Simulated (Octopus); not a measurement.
InP under changes of volume

One of the cells (25.167 Å³/atom); the others are scaled copies at fixed shape and fractional positions:

```xyz
2
Lattice="0.0000 2.9305 2.9305 2.9305 0.0000 2.9305 2.9305 2.9305 0.0000" Properties=species:S:1:pos:R:3 pbc="T T T"
In    0.0000    0.0000    0.0000
P     4.3957    4.3957    4.3957
```

* Program: Octopus 16.4
* Functional: PBE
* Potentials or basis: pseudodojo_pbe (PseudoDojo 0.5, PBE)
* Grid spacing: 0.143 Å
* k mesh: 8 × 8 × 8
* Occupations: fermi-dirac, width 0.05 eV
* Spin: no spin polarisation

| volume (Å³/atom) | energy over the lowest point (meV/atom) | gap on the mesh (eV) |
| --- | --- | --- |
| 23.657 | ? | ? |
| 24.160 | 55.41 | 0.93 |
| 24.663 | 36.15 | 0.82 |
| 25.167 | 21.12 | 0.71 |
| 25.670 | 10.43 | 0.60 |
| 26.173 | 3.32 | 0.50 |
| 26.677 | 0.00 | 0.39 |

What does the run at 23.657 Å³/atom give?

Energy over the lowest point 80.65 meV/atom; gap on the mesh 1.05 eV.

Worked out: A Birch-Murnaghan fit of order 3 (a polynomial in V^(-2/3)) to the other rows has its minimum at 26.93 Å³/atom, just outside them, with B0 = V·E''(V) = 56 GPa (rough, since the energies scatter). It gives 79.33 meV/atom at 23.657 Å³/atom, against the run's 80.65. A straight line through the other rows of the gap, of slope -5.44 eV per unit of ln V (its deformation potential), extrapolates to 1.05 eV, against the run's 1.05.

Energies are extrapolated to zero smearing.

Caveats: spin-orbit coupling is left out, which moves the levels of the heavy elements.
